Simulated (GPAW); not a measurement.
# Zn (P6_3/mmc) in GPAW: band structure with PBEsol

Aim: the band structure of Zn with PBEsol.

All numbers are computed with GPAW 26.7.0; they aren't measurements. Logs are shortened: lines on timing, memory, paths and dates and some standing lists are left out, and cuts for length are marked. The log counts tension as positive stress, the text compression.

**1. The crystal as given**

The structure is hexagonal, space group P6_3/mmc (No. 194). The conventional cell has a = 2.670 Å, b = 2.670 Å, c = 4.966 Å, α = 90.00°, β = 90.00°, γ = 120.00°. Zn (site symmetry -6m2) is surrounded by 12 Zn at 2.67 to 2.92 Å.

**2. Band structure, PBEsol**

Contents of run.py:

```python
from ase.dft.bandgap import bandgap
from ase.io import read, write
from ase.units import GPa
from gpaw import GPAW, PW, setup_paths

setup_paths.insert(0, '.')

atoms = read('Zn.cif')

calc = GPAW(mode=PW(600),
            xc='PBEsol',
            kpts={'size': (8, 8, 4), 'gamma': True},
            occupations={'name': 'fermi-dirac', 'width': 0.05},
            nbands=21,
            convergence={'density': 1e-05, 'energy': 1e-05},
            maxiter=150,
            txt='gpaw.txt')
atoms.calc = calc
energy = atoms.get_potential_energy()
forces = atoms.get_forces()
stress = atoms.get_stress()
calc.write('gs.gpw')
write('result.traj', atoms)
print(f'Energy: {energy:.6f} eV')
print('Forces (eV/A):')
print(forces.round(4))
print('Stress (GPa):', (stress / GPa).round(3))
print('Fermi level:', round(calc.get_fermi_level(), 4), 'eV')
print(f'Gap: {bandgap(calc)[0]:.4f} eV, direct: {bandgap(calc, direct=True)[0]:.4f} eV')

path = atoms.cell.bandpath('GMKGALHA,LM,KH', npoints=100, eps=1e-4)
bs_calc = calc.fixed_density(kpts=path, symmetry='off', nbands=32,
                             convergence={'bands': 'CBM+6.0', 'eigenstates': 1e-6}, txt='bands.txt')
bs = bs_calc.band_structure()
bs.write('bs.json')
print(f'Gap on the path: {bandgap(bs_calc)[0]:.4f} eV')
```

Contents of Zn.cif:

```cif
data_Zn
_cell_length_a 2.67000000
_cell_length_b 2.67000000
_cell_length_c 4.96600000
_cell_angle_alpha 90.00000000
_cell_angle_beta 90.00000000
_cell_angle_gamma 120.00000000
_space_group_name_H-M_alt 'P6_3/mmc'
_space_group_name_Hall '-P 6c 2c'
_space_group_IT_number 194
loop_
_space_group_symop_operation_xyz
'x,y,z'
'-x,-y,-z'
'x-y,x,z+1/2'
'-x+y,-x,-z+1/2'
'-y,x-y,z'
'y,-x+y,-z'
'-x,-y,z+1/2'
'x,y,-z+1/2'
'-x+y,-x,z'
'x-y,x,-z'
'y,-x+y,z+1/2'
'-y,x-y,-z+1/2'
'-y,-x,-z+1/2'
'y,x,z+1/2'
'-x,-x+y,-z'
'x,x-y,z'
'-x+y,y,-z+1/2'
'x-y,-y,z+1/2'
'y,x,-z'
'-y,-x,z'
'x,x-y,-z+1/2'
'-x,-x+y,z+1/2'
'x-y,-y,-z'
'-x+y,y,z'
loop_
_atom_site_label
_atom_site_type_symbol
_atom_site_symmetry_multiplicity
_atom_site_Wyckoff_symbol
_atom_site_fract_x
_atom_site_fract_y
_atom_site_fract_z
_atom_site_occupancy
Zn1 Zn 2 c 0.6666666667 0.3333333333 0.7500000000 1
```

Potentials or basis: PAW data sets generated in the run's folder for this functional, pw.

Command:

```
> gpaw-setup -f PBEsol Zn
> OMP_NUM_THREADS=1 python run.py
```

gpaw.txt:

```text
__  _  _
 | _ |_)|_||  |
 |__||  | ||/\| - 26.7.0

Input parameters:
  mode=PW(ecut=600.0),
  convergence={'density': 1e-05, 'energy': 1e-05},
  kpts=MonkhorstPack(size=(8, 8, 4), gamma=True),
  maxiter=150,
  nbands=21,
  occupations=Occupations(name='fermi-dirac', width=0.05),
  xc=XC(name='PBEsol')

Diagonalizing LCAO Hamiltonian
Converting LCAO to pw mode

          Zn

        Zn

Atoms  # Å, Bohr magnetons
|   | symbol |         x |        y |        z |    initial magnetic moments |
|---|--------|-----------|----------|----------|-----------------------------|
| 0 |     Zn |  1.335000 | 0.770763 | 3.724500 | ( 0.0000,  0.0000,  0.0000) |
| 1 |     Zn | -0.000000 | 1.541525 | 1.241500 | ( 0.0000,  0.0000,  0.0000) |

Unit cell  # Å
| periodic |         x |        y |        z |  lengths |     angles |
|----------|-----------|----------|----------|----------|------------|
|      yes |  2.670000 | 0.000000 | 0.000000 | 2.670000 |  90.000000 |
|      yes | -1.335000 | 2.312288 | 0.000000 | 2.670000 |  90.000000 |
|      yes |  0.000000 | 0.000000 | 4.966000 | 4.966000 | 120.000000 |

Number of symmetries: 12
Symmetry operations  # r_c * U_cc + t_c -> r_c
|    | kind |            matrix            |
|----|------|------------------------------|
|  0 |  σ   |  1, 1, 0,  0,-1, 0,  0, 0, 1 |
|  1 |  S6  |  1, 1, 0, -1, 0, 0,  0, 0,-1 |
|  2 |  E   |  1, 0, 0,  0, 1, 0,  0, 0, 1 |
|  3 |  C2  |  1, 0, 0, -1,-1, 0,  0, 0,-1 |
|  4 |  C2  |  0, 1, 0,  1, 0, 0,  0, 0,-1 |
|  5 |  C3  |  0, 1, 0, -1,-1, 0,  0, 0, 1 |
|  6 |  S6  |  0,-1, 0,  1, 1, 0,  0, 0,-1 |
|  7 |  σ   |  0,-1, 0, -1, 0, 0,  0, 0, 1 |
|  8 |  σ   | -1, 0, 0,  1, 1, 0,  0, 0, 1 |
|  9 |  i   | -1, 0, 0,  0,-1, 0,  0, 0,-1 |
| 10 |  C3  | -1,-1, 0,  1, 0, 0,  0, 0, 1 |
| 11 |  C2  | -1,-1, 0,  0, 1, 0,  0, 0,-1 |

BZ-sampling:
  Number of BZ points: 256
  Number of IBZ points: 35

  Monkhorst-Pack size: [8, 8, 4]
  Monkhorst-Pack shift: [0.0625, 0.0625, 0.125]

K-points  # in reciprocal-cell coordinates
|     |                                coordinates |     weight |
|-----|--------------------------------------------|------------|
|   0 | (  0.00000000,   0.00000000,   0.00000000) | 0.00390625 |
|   1 | (  0.00000000,   0.00000000,   0.25000000) | 0.00781250 |
|   2 | (  0.00000000,   0.00000000,   0.50000000) | 0.00390625 |
|   3 | (  0.12500000,   0.00000000,  -0.25000000) | 0.02343750 |
|   4 | (  0.12500000,   0.00000000,   0.00000000) | 0.02343750 |
|   5 | (  0.12500000,   0.00000000,   0.25000000) | 0.02343750 |
|   6 | (  0.12500000,   0.00000000,   0.50000000) | 0.02343750 |
|   7 | (  0.25000000,  -0.12500000,   0.00000000) | 0.02343750 |
|   8 | (  0.25000000,  -0.12500000,   0.25000000) | 0.04687500 |
|   9 | (  0.25000000,  -0.12500000,   0.50000000) | 0.02343750 |
| ... |                                            |            |
|  34 | (  0.50000000,   0.50000000,   0.50000000) | 0.01171875 |

Plane wave coefficients: 1051
Cutoff: 600.0 eV

Spin-components: 1 (collinear spins)
Bands:           21
Projectors:      12
Spin-degeneracy: 2
Datatype:        complex128

Parallelization:
  kpt:    1
  domain: 1
  band:   1

Density:
  Valence electrons: 24.0
  Components: 1
  Grid points: [16 16 30]
  Charge: 0.0  # |e|

Potential:
  Grid points: [16 16 30]

species:
  Zn:
    name:    Zinc
    Z:       30.0
    valence: 12
    core:    18
    charge:  0.0  # [|e|]
    compensation charges:
      type: gauss
      rc: 0.37  # [Å]
      lmax: 2
    cutoffs:
      filter: 2.14  # [Å]
      core: 2.28  # [Å]
    projectors
    | kind |    occ | energy [eV] | rcut [Å] |
    |------|--------|-------------|----------|
    |   4s |  2.000 |      -5.996 |    1.286 |
    |   4p |  0.000 |      -1.076 |    1.270 |
    |   3d | 10.000 |     -10.170 |    1.180 |
    |    s |        |      21.215 |    1.286 |
    |    p |        |      26.135 |    1.270 |
    |    d |        |      17.041 |    1.180 |

    Using partial waves for Zn as LCAO basis

Reference energy: -97645.491220  # eV

eigensolver:
  PPCG
  Converge bands: occupied
  niter=2

density mixing:
  MSR1-Mixer
  Pratt-step length: 0.05
  Maximum mixing coefficient: 0.75
  Old densities: 10
  SVD Regularization: 0.005
  Good broyden scale: 1.0
  Trust region scale: 1.0
  Backstep threshold: 4.0
  History deletion threshold: 6.0
  Fourier metric: weight=20.0, sigma=0.015

occupation numbers:
  Fermi-Dirac:
    width: 0.0500  # eV

poisson solver:
  ecut: 4800.0  # eV

xc functional:
  name: PBEsol with 2 nearest neighbor stencil

convergence criteria:
- Maximum integral of absolute [dens]ity change: 1e-05 electrons / valence electron
- Maximum [total energy] change in last 3 cyles: 1e-05 eV / valence electron
- Maximum integral of absolute [eigenst]ate change: 4e-08 eV^2 / valence electron
maximum number of iterations: 150

SCF iterations
|iter     | |      energy | eigst |  dens |
|---------|-|-------------|-------|-------|
|iter:   1| |   -3.445320 | +0.21 |       |
|iter:   2| |   -3.389305 | -2.68 | -1.39 |
|iter:   3| |   -3.254652 | -1.73 | -1.43 |
|iter:   4| |   -3.257751 | -3.26 | -1.89 |
|iter:   5| |   -3.258504 | -3.29 | -2.25 |
|iter:   6| |   -3.258568 | -5.08 | -3.57 |
|iter:   7| |   -3.258581c| -5.93 | -3.81 |
|iter:   8| |   -3.258581c| -7.43c| -4.46 |
|iter:   9| |   -3.258581c| -8.03c| -4.86 |
|iter:  10| |   -3.258581c| -8.63c| -6.02c|

Converged in 10 steps
Energy contributions relative to reference atoms: (reference = -97645.491220)

Energy contributions:
  Kinetic:          -6.713534
  Coulomb:           9.396004
  Zero:             -0.064332
  External:          0.000000
  Xc:               -5.874445
  Entropy:          -0.004546
  Spinorbit:         0.000000
  ----------------------------
  Free energy:      -3.260854
  Extrapolated:     -3.258581

dipole moment: (-0.000000, -0.000000, -0.000000)  # |e|*Ang

Fermi level: 6.296
Eigenvalues  # (at kpt = [0.000, 0.000, 0.000])
| band index |      eig [eV] | occ [0-2] |
|------------|---------------|-----------|
|          0 |        -3.934 |     2.000 |
|        ... |               |           |
|          5 |        -1.138 |     2.000 |
|          6 |        -1.138 |     2.000 |
|          7 |        -0.824 |     2.000 |
|          8 |        -0.824 |     2.000 |
|          9 |        -0.620 |     2.000 |
|         10 |        -0.620 |     2.000 |
[... 8 lines left out ...]
|         19 |        25.434 |     0.000 |
|         20 |        26.629 |     0.000 |

No gap
No difference between direct/indirect transitions

Forces  # eV/Ang
|        x |        y |        z |
|----------|----------|----------|
| -0.00000 |  0.00000 | -0.00008 |  # Zn   0
|  0.00000 | -0.00000 |  0.00008 |  # Zn   1

Stress tensor  # eV/Ang^3
|         x |         y |        z |
|-----------|-----------|----------|
|  0.029866 | -0.000000 | 0.000000 |
| -0.000000 |  0.029866 | 0.000000 |
|  0.000000 |  0.000000 | 0.047008 |

# Writing to gs.gpw (mode='')
```

Run time: 36 s. Hardware: 1 thread of Arm Neoverse V2, shared host; peak memory 0.24 GiB.

Results:

```yaml
Free_energy: -3.2609 eV
Pressure: -5.7 GPa
Band_gap_along_the_path: none (metal or under the smearing width)
```

Levels at the corners of the path, in eV from the Fermi level:
| point | band 8 | band 9 | band 10 | band 11 | band 12 | band 13 | band 14 | band 15 | band 16 |
| --- | --- | --- | --- | --- | --- | --- | --- | --- | --- |
| Γ | -7.12 | -7.12 | -6.92 | -6.92 | -3.52 | -2.94 | 13.53 | 17.06 | 17.38 |
| M | -6.93 | -6.73 | -6.71 | -2.70 | -2.04 | 2.69 | 3.60 | 4.14 | 5.75 |
| K | -7.09 | -7.01 | -7.01 | 0.12 | 0.12 | 0.26 | 5.04 | 6.13 | 6.13 |
| Γ | -7.12 | -7.12 | -6.92 | -6.92 | -3.52 | -2.94 | 13.53 | 17.06 | 17.38 |
| A | -7.45 | -7.00 | -7.00 | -7.00 | -7.00 | 4.62 | 4.62 | 18.66 | 18.66 |
| L | -6.94 | -6.72 | -6.72 | -1.74 | -1.74 | 0.21 | 0.21 | 10.11 | 10.11 |
| H | -7.29 | -6.93 | -6.93 | 1.06 | 1.06 | 1.91 | 1.91 | 2.22 | 2.22 |
| A | -7.45 | -7.00 | -7.00 | -7.00 | -7.00 | 4.62 | 4.62 | 18.66 | 18.66 |
| L | -6.94 | -6.72 | -6.72 | -1.74 | -1.74 | 0.21 | 0.21 | 10.11 | 10.11 |
| M | -6.93 | -6.73 | -6.71 | -2.70 | -2.04 | 2.69 | 3.60 | 4.14 | 5.75 |
| K | -7.09 | -7.01 | -7.01 | 0.12 | 0.12 | 0.26 | 5.04 | 6.13 | 6.13 |
| H | -7.29 | -6.93 | -6.93 | 1.06 | 1.06 | 1.91 | 1.91 | 2.22 | 2.22 |
